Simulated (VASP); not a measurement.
The system is ZnS (Wurtzite-2H).

```
Zn S
1.0
     3.81100    0.00000    0.00000
    -1.90550    3.30042    0.00000
     0.00000    0.00000    6.23400
Zn S
2 2
Direct
  0.33333 0.66667 0.00000
  0.66667 0.33333 0.50000
  0.33333 0.66667 0.38500
  0.66667 0.33333 0.88500
```

```yaml
Program: VASP 6.6.1
Task: relaxation of cell and atoms
Functional: PBEsol
Potentials_or_basis: VASP PAW PBE potentials, release 64 (Zn, S)
Cutoff: 600 eV
k_mesh: 9 × 9 × 5
Occupations: gaussian, width 0.03 eV
Spin: no spin polarisation
```

At the start: pressure -1.1 GPa; volume 19.60 Å³/atom.

**Question.** How do energy, volume and symmetry change on relaxing?

**Answer.** Over 8 steps the energy falls by 6.5 meV/atom and the volume is 19.28 Å³/atom (-1.7 %); space group P6_3mc (No. 186, to 0.05 Å).

The path:
```
step  energy change (eV)  largest force (eV/Å)  pressure (GPa)  volume (Å³)
   1              0.0000                0.3085           -1.10        78.41
   2             -0.0199                0.1198            0.24        76.89
   3             -0.0200                0.0998            0.34        76.76
   4             -0.0232                0.0458            0.04        77.05
   5             -0.0244                0.0013           -0.20        77.29
   6             -0.0245                0.0168           -0.32        77.39
   7             -0.0258                0.0015            0.08        77.06
   8             -0.0259                0.0006           -0.06        77.10
```

Final structure:
```cif
data_structure
_symmetry_space_group_name_H-M 'P 1'
_symmetry_Int_Tables_number 1
_cell_length_a 3.7856
_cell_length_b 3.7856
_cell_length_c 6.2125
_cell_angle_alpha 90.000
_cell_angle_beta 90.000
_cell_angle_gamma 120.000
_cell_volume 77.10
loop_
_atom_site_label
_atom_site_type_symbol
_atom_site_fract_x
_atom_site_fract_y
_atom_site_fract_z
_atom_site_occupancy
Zn1 Zn 0.33333 0.66667 0.00541 1
Zn2 Zn 0.66667 0.33333 0.50541 1
S1 S 0.33333 0.66667 0.37959 1
S2 S 0.66667 0.33333 0.87959 1
```

Caveat: the PAW data sets were made with another functional, which shifts forces and pressure a little.
